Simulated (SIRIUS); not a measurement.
# PtSe2 (Sudovikovite) (P-3m1) in SIRIUS: convergence with density cutoff

Aim: find how far density cutoff must go before the results for PtSe2 (Sudovikovite) settle, at PBE. This setting moves, with any that are tied to it; all else stays.

All numbers are computed with SIRIUS 7.10.0; they aren't measurements. Logs are shortened: lines on timing, memory, paths and dates and some standing lists are left out, and cuts for length are marked. The log counts tension as positive stress, the text compression.

### Step 1. The crystal as given

The structure is trigonal, space group P-3m1 (No. 164). The conventional cell has a = 3.724 Å, b = 3.724 Å, c = 5.062 Å, α = 90.00°, β = 90.00°, γ = 120.00°. Pt (site symmetry -3m) has 6 Se at 2.49 Å as nearest neighbours. Around Se (site symmetry 3m) lie 3 Pt at 2.49 Å.

### Step 2. With density cutoff 2666.7 eV

File sirius.json:

```json
{
  "control": {
    "processing_unit": "cpu",
    "verbosity": 2,
    "num_bands_to_print": 22,
    "print_forces": true,
    "print_stress": true
  },
  "parameters": {
    "electronic_structure_method": "pseudopotential",
    "xc_functionals": ["XC_GGA_X_PBE", "XC_GGA_C_PBE"],
    "gk_cutoff": 6.4,
    "pw_cutoff": 14.0,
    "ngridk": [8, 8, 5],
    "shiftk": [0, 0, 0],
    "smearing": "gaussian",
    "smearing_width": 0.0018374661,
    "num_bands": 22,
    "num_mag_dims": 0,
    "num_dft_iter": 100,
    "energy_tol": 1e-08,
    "density_tol": 1e-06
  },
  "iterative_solver": {
    "type": "davidson",
    "min_tolerance": 1e-10
  },
  "mixer": {
    "type": "anderson",
    "beta": 0.7,
    "max_history": 8
  },
  "settings": {
    "tol_ne": 1e-10
  },
  "unit_cell": {
    "lattice_vectors": [
      [7.037340088106, 0.0, 0.0],
      [-3.518670044053, 6.094515291383, 0.0],
      [0.0, 0.0, 9.565793642856]
    ],
    "atom_coordinate_units": "lattice",
    "atom_types": ["Pt", "Se"],
    "atom_files": {
      "Pt": "Pt.json",
      "Se": "Se.json"
    },
    "atoms": {
      "Pt": [
        [0.0, 0.0, 0.0]
      ],
      "Se": [
        [0.6666666667, 0.3333333333, 0.75],
        [0.3333333333, 0.6666666667, 0.25]
      ]
    }
  }
}
```

Potentials or basis: GBRV 1.5 PBE (ultrasoft).

The run is started by

```console
$ upf_to_json pt_pbe_v1.4.uspp.F.UPF
$ upf_to_json se_pbe_v1.uspp.F.UPF
$ OMP_NUM_THREADS=1 sirius.scf --input=sirius.json --output=out.json --task=0
```

Run time: 65 s. Hardware: 1 thread of Arm Neoverse V1, shared host; peak memory 0.36 GiB.

Results:

```
Free energy            : -4054.2439 eV
Pressure               : 6.9 GPa
Largest force          : 0.575 eV/Å
Band gap on the k mesh : none (metal or under the smearing width)
```

### Step 3. With density cutoff 3483.1 eV

Changes to sirius.json since step 2:

```diff
@@ -12,3 +12,3 @@
     "gk_cutoff": 6.4,
-    "pw_cutoff": 14.0,
+    "pw_cutoff": 16.0,
     "ngridk": [8, 8, 5],
```

Potentials or basis: GBRV 1.5 PBE (ultrasoft).

The run is started by

```console
$ upf_to_json pt_pbe_v1.4.uspp.F.UPF
$ upf_to_json se_pbe_v1.uspp.F.UPF
$ OMP_NUM_THREADS=1 sirius.scf --input=sirius.json --output=out.json --task=0
```

It took 71 s on 1 thread of Arm Neoverse V1, shared host; peak memory 0.41 GiB.

Results:

```yaml
Free_energy: -4054.2442 eV
Pressure: 6.9 GPa
Largest_force: 0.575 eV/Å
Band_gap_on_the_k_mesh: none (metal or under the smearing width)
```

### Step 4. With density cutoff 4408.2 eV

Changes to sirius.json since step 3:

```diff
@@ -12,3 +12,3 @@
     "gk_cutoff": 6.4,
-    "pw_cutoff": 16.0,
+    "pw_cutoff": 18.0,
     "ngridk": [8, 8, 5],
```

The run is started by

```console
$ upf_to_json pt_pbe_v1.4.uspp.F.UPF
$ upf_to_json se_pbe_v1.uspp.F.UPF
$ OMP_NUM_THREADS=1 sirius.scf --input=sirius.json --output=out.json --task=0
```

Wall time 75 s (1 thread of Arm Neoverse V1, shared host); peak memory 0.47 GiB.

It converged, with:

```
Free energy            : -4054.2442 eV
Pressure               : 6.9 GPa
Largest force          : 0.578 eV/Å
Band gap on the k mesh : none (metal or under the smearing width)
```

### Step 5. With density cutoff 5442.3 eV

Changes to sirius.json since step 4:

```diff
@@ -12,3 +12,3 @@
     "gk_cutoff": 6.4,
-    "pw_cutoff": 18.0,
+    "pw_cutoff": 20.0,
     "ngridk": [8, 8, 5],
```

The run is started by

```console
$ upf_to_json pt_pbe_v1.4.uspp.F.UPF
$ upf_to_json se_pbe_v1.uspp.F.UPF
$ OMP_NUM_THREADS=1 sirius.scf --input=sirius.json --output=out.json --task=0
```

It took 73 s on 1 thread of Arm Neoverse V1, shared host; peak memory 0.55 GiB.

The run converged. Its results:

- Free energy: -4054.2441 eV
- Pressure: 6.9 GPa
- Largest force: 0.576 eV/Å
- Band gap on the k mesh: none (metal or under the smearing width)

### Step 6. With density cutoff 7197.4 eV

Changes to sirius.json since step 5:

```diff
@@ -12,3 +12,3 @@
     "gk_cutoff": 6.4,
-    "pw_cutoff": 20.0,
+    "pw_cutoff": 23.0,
     "ngridk": [8, 8, 5],
@@ -37,6 +37,7 @@
     "lattice_vectors": [
-      [7.037340088106, 0.0, 0.0],
-      [-3.518670044053, 6.094515291383, 0.0],
-      [0.0, 0.0, 9.565793642856]
+      [1.0, 0.0, 0.0],
+      [-0.5, 0.866025403786, 0.0],
+      [0.0, 0.0, 1.359291084855]
     ],
+    "lattice_vectors_scale": 7.0373400881,
     "atom_coordinate_units": "lattice",
```

Potentials or basis: GBRV 1.5 PBE (ultrasoft).

The run is started by

```console
$ upf_to_json pt_pbe_v1.4.uspp.F.UPF
$ upf_to_json se_pbe_v1.uspp.F.UPF
$ OMP_NUM_THREADS=1 sirius.scf --input=sirius.json --output=out.json --task=0
```

Run time: 76 s. Hardware: 1 thread of Arm Neoverse V1, shared host; peak memory 0.69 GiB.

Results (log left out):

```yaml
Free_energy: -4054.2441 eV
Pressure: 6.9 GPa
Largest_force: 0.576 eV/Å
Band_gap_on_the_k_mesh: none (metal or under the smearing width)
```

### Step 7. With density cutoff 9197.4 eV

Changes to sirius.json since step 6:

```diff
@@ -12,3 +12,3 @@
     "gk_cutoff": 6.4,
-    "pw_cutoff": 23.0,
+    "pw_cutoff": 26.0,
     "ngridk": [8, 8, 5],
```

The run is started by

```console
$ upf_to_json pt_pbe_v1.4.uspp.F.UPF
$ upf_to_json se_pbe_v1.uspp.F.UPF
$ OMP_NUM_THREADS=1 sirius.scf --input=sirius.json --output=out.json --task=0
```

It took 81 s on 1 thread of Arm Neoverse V1, shared host; peak memory 0.9 GiB.

Results (log left out):

* Free energy: -4054.2440 eV
* Pressure: 6.9 GPa
* Largest force: 0.576 eV/Å
* Band gap on the k mesh: none (metal or under the smearing width)

### Step 8. With density cutoff 12245.1 eV

Changes to sirius.json since step 7:

```diff
@@ -12,3 +12,3 @@
     "gk_cutoff": 6.4,
-    "pw_cutoff": 26.0,
+    "pw_cutoff": 30.0,
     "ngridk": [8, 8, 5],
```

Potentials or basis: GBRV 1.5 PBE (ultrasoft).

The run is started by

```console
$ upf_to_json pt_pbe_v1.4.uspp.F.UPF
$ upf_to_json se_pbe_v1.uspp.F.UPF
$ OMP_NUM_THREADS=1 sirius.scf --input=sirius.json --output=out.json --task=0
```

Log:

```text
[info] SIRIUS version : 7.10.0
[info] number of MPI ranks           : 1
[info] MPI grid                      : 1 1
[info] maximum number of OMP threads : 1
[fft] FFT context for density and potential
[fft] =====================================
[fft]   comm size                             : 1
[fft]   plane wave cutoff                     : 30
[fft]   grid size                             : 72 72 96   total : 497664
[fft]   grid limits                           : -35 36   -35 36   -47 48
[fft]   number of G-vectors within the cutoff : 93553
[fft]   local number of G-vectors             : 93553
[fft]   number of G-shells                    : 8776
[fft] FFT context for coarse grid
[fft] =====================================
[fft]   comm size                             : 1
[fft]   plane wave cutoff                     : 12.8
[fft]   grid size                             : 32 32 45   total : 46080
[fft]   grid limits                           : -15 16   -15 16   -22 22
[fft]   number of G-vectors within the cutoff : 7289
[fft]   local number of G-vectors             : 7289
[fft]   number of G-shells                    : 795
[unit cell] lattice vectors
[unit cell]   a1 :       7.0373400881      0.0000000000      0.0000000000
[unit cell]   a2 :      -3.5186700440      6.0945152914      0.0000000000
[unit cell]   a3 :       0.0000000000      0.0000000000      9.5657936428
[unit cell] reciprocal lattice vectors
[unit cell]   b1 :       0.8928352515      0.5154786728     -0.0000000000
[unit cell]   b2 :       0.0000000000      1.0309573455      0.0000000000
[unit cell]   b3 :       0.0000000000     -0.0000000000      0.6568388930
[unit cell] unit cell volume :       410.26901457 [a.u.^3]
[unit cell] 1/sqrt(omega)    :         0.04937029
[unit cell] MT volume        :         0.00000000 ( 0.00%)
[unit cell] IT volume        :       410.26901457 (100.00%)
[unit cell] number of atom types : 2
[... 482 lines left out ...]
[ground_state] -11833.964668    0.000000    0.000000
[ground_state]     0.000000-11833.964668   -0.000000
[ground_state]     0.000000   -0.000000 1951.696946
[ground_state] === stress_ewald ===
[ground_state] 11786.471865   -0.000000    0.000000
[ground_state]    -0.00000011786.471865   -0.000000
[ground_state]     0.000000   -0.00000030879.012083
[ground_state] === stress_vloc ===
[ground_state] 15295.375285   -0.000000   -0.000000
[ground_state]    -0.00000015295.375284    0.000000
[ground_state]    -0.000000    0.000000-17362.803996
[ground_state] === stress_xc ===
[ground_state] -26521.919029    0.000000   -0.000000
[ground_state]     0.000000-26521.919029   -0.000000
[ground_state]    -0.000000   -0.000000-26515.271025
[ground_state] === stress_core ===
[ground_state] 31819.210384   -0.000000    0.000000
[ground_state]    -0.00000031819.210384    0.000000
[ground_state]     0.000000    0.00000031821.507793
[ground_state] === stress_nonloc ===
[ground_state] -3384.089754    0.000000   -0.000000
[ground_state]     0.000000-3384.089754    0.000000
[ground_state]    -0.000000    0.000000-3418.751229
[ground_state] === stress_us ===
[ground_state]  -649.033385    0.000000    0.000000
[ground_state]     0.000000 -649.033385   -0.000000
[ground_state]     0.000000   -0.000000 -638.176679
[ground_state] === stress_us_nl ===
[ground_state] -4033.123139    0.000000   -0.000000
[ground_state]     0.000000-4033.123139   -0.000000
[ground_state]    -0.000000   -0.000000-4056.927908
[ground_state] === stress_total ===
[ground_state]   -74.777268    0.000000    0.000000
[ground_state]     0.000000  -74.777268    0.000000
[ground_state]     0.000000    0.000000  -57.042981
[ground_state] ==== total Forces in Ha/bohr =====
[ground_state] atom:    0, force:       0.0000000      0.0000000      0.0000000
[ground_state] atom:    1, force:       0.0000000     -0.0000000     -0.0111997
[ground_state] atom:    2, force:      -0.0000000      0.0000000      0.0111997
[ground_state] ==== ultrasoft contribution from Qij =====
[ground_state] atom:    0, force:       0.0000000      0.0000000      0.0000000
[ground_state] atom:    1, force:       0.0000000     -0.0000000     -0.0446648
[ground_state] atom:    2, force:      -0.0000000      0.0000000      0.0446648
[ground_state] ==== non-local contribution from Beta-projector =====
[ground_state] atom:    0, force:       0.0000000      0.0000000      0.0000000
[ground_state] atom:    1, force:       0.0000000      0.0000000      0.2309029
[ground_state] atom:    2, force:      -0.0000000      0.0000000     -0.2309029
[ground_state] ==== contribution from local potential =====
[ground_state] atom:    0, force:       0.0000000      0.0000000      0.0000000
[ground_state] atom:    1, force:       0.0000000     -0.0000000      4.1021691
[ground_state] atom:    2, force:      -0.0000000      0.0000000     -4.1021691
[ground_state] ==== contribution from core density =====
[ground_state] atom:    0, force:       0.0000000      0.0000000      0.0000000
[ground_state] atom:    1, force:      -0.0000000      0.0000000     -0.0217945
[ground_state] atom:    2, force:       0.0000000      0.0000000      0.0217945
[ground_state] ==== Ewald forces from ions =====
[ground_state] atom:    0, force:       0.0000000      0.0000000      0.0000000
[ground_state] atom:    1, force:       0.0000000     -0.0000000     -4.2778126
[ground_state] atom:    2, force:      -0.0000000      0.0000000      4.2778126
[~DFT_ground_state] local op. applied: 46254
[~DFT_ground_state] evp. work count: 9143.78
[~DFT_ground_state] number of iterative solver steps: 2390
```

Run time: 90 s. Hardware: 1 thread of Arm Neoverse V1, shared host; peak memory 1.2 GiB.

Results:

```yaml
Free_energy: -4054.2440 eV
Pressure: 6.9 GPa
Largest_force: 0.576 eV/Å
Band_gap_on_the_k_mesh: none (metal or under the smearing width)
```

### Step 9. The series at a glance

```tsv
density cutoff	energy less the tightest run, at zero smearing (meV/atom)	largest force (eV/Å)	SCF cycles	CPU time (s)	peak memory (GiB)
2666.7 eV	0.04	0.575	23	65	0.36
3483.1 eV	-0.06	0.575	23	71	0.41
4408.2 eV	-0.05	0.578	24	75	0.47
5442.3 eV	0.00	0.576	23	73	0.55
7197.4 eV	-0.01	0.576	23	76	0.69
9197.4 eV	0.00	0.576	23	81	0.9
12245.1 eV	0.00	0.576	23	90	1.2
```

Against the tightest run, the energy stays within 1 meV/atom from 2666.7 eV on; the largest force stays within 0.005 eV/Å from 2666.7 eV on. The tightest run that finished is the yardstick and may itself not be fully converged.
